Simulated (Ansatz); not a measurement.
Computed with DFT PBE+D3(BJ), scalar-relativistic, plane waves, PAW (Ansatz). All cells share a 420 eV cutoff and Γ-centred k meshes spaced at most about 0.3 Å⁻¹ (2π included). No spin polarisation.

All energies are static (0 K, no zero-point motion).

Task: Order these relaxed structures of TiO2 by energy, lowest first, with the energy over the lowest of them.
A.

```cif
data_structure
_symmetry_space_group_name_H-M 'I4_1/amd:1'
_symmetry_Int_Tables_number 141
_cell_length_a 3.7870
_cell_length_b 3.7870
_cell_length_c 9.5744
_cell_angle_alpha 90.000
_cell_angle_beta 90.000
_cell_angle_gamma 90.000
_cell_volume 137.31
loop_
_atom_site_label
_atom_site_type_symbol
_atom_site_symmetry_multiplicity
_atom_site_Wyckoff_symbol
_atom_site_fract_x
_atom_site_fract_y
_atom_site_fract_z
_atom_site_occupancy
Ti1 Ti 4 a 0.00000 0.00000 0.00000 1
O1 O 8 e 0.00000 0.50000 0.45806 1
```

B.

```cif
data_structure
_symmetry_space_group_name_H-M 'R-3m:H'
_symmetry_Int_Tables_number 166
_cell_length_a 2.9727
_cell_length_b 2.9727
_cell_length_c 14.5839
_cell_angle_alpha 90.000
_cell_angle_beta 90.000
_cell_angle_gamma 120.000
_cell_volume 111.61
loop_
_atom_site_label
_atom_site_type_symbol
_atom_site_symmetry_multiplicity
_atom_site_Wyckoff_symbol
_atom_site_fract_x
_atom_site_fract_y
_atom_site_fract_z
_atom_site_occupancy
Ti1 Ti 3 a 0.00000 0.00000 0.00000 1
O1 O 6 c 0.66667 0.33333 0.93367 1
```

C.

```cif
data_structure
_symmetry_space_group_name_H-M 'C2/m'
_symmetry_Int_Tables_number 12
_cell_length_a 8.9935
_cell_length_b 2.9876
_cell_length_c 5.1603
_cell_angle_alpha 90.000
_cell_angle_beta 99.999
_cell_angle_gamma 90.000
_cell_volume 136.55
loop_
_atom_site_label
_atom_site_type_symbol
_atom_site_symmetry_multiplicity
_atom_site_Wyckoff_symbol
_atom_site_fract_x
_atom_site_fract_y
_atom_site_fract_z
_atom_site_occupancy
Ti1 Ti 4 i 0.77345 0.50000 0.26237 1
O1 O 4 i 0.64299 0.00000 0.38116 1
O2 O 4 i 0.63899 0.50000 0.88506 1
```

Result: A (0 meV/atom), C (152 meV/atom), B (178 meV/atom). Forms: A anatase type, I4_1/amd; C C2/m; B R-3m. Counting O atoms around Ti (those within 1.25 times the shortest such distance or 1.15 times the sum of covalent radii): A has Ti 6; C has Ti 6; B has Ti 6. Origin: A, reached from a cell as deposited in COD, among other starts; B, invented; C, invented, then shaken at random and relaxed again. Shaken at random and relaxed again, B falls into C, 26 meV/atom lower, so it is a saddle point or a shallow minimum.

Cells without such a test can be saddle points. Some types were kept out of the candidates beforehand, so the set may lack a known form.
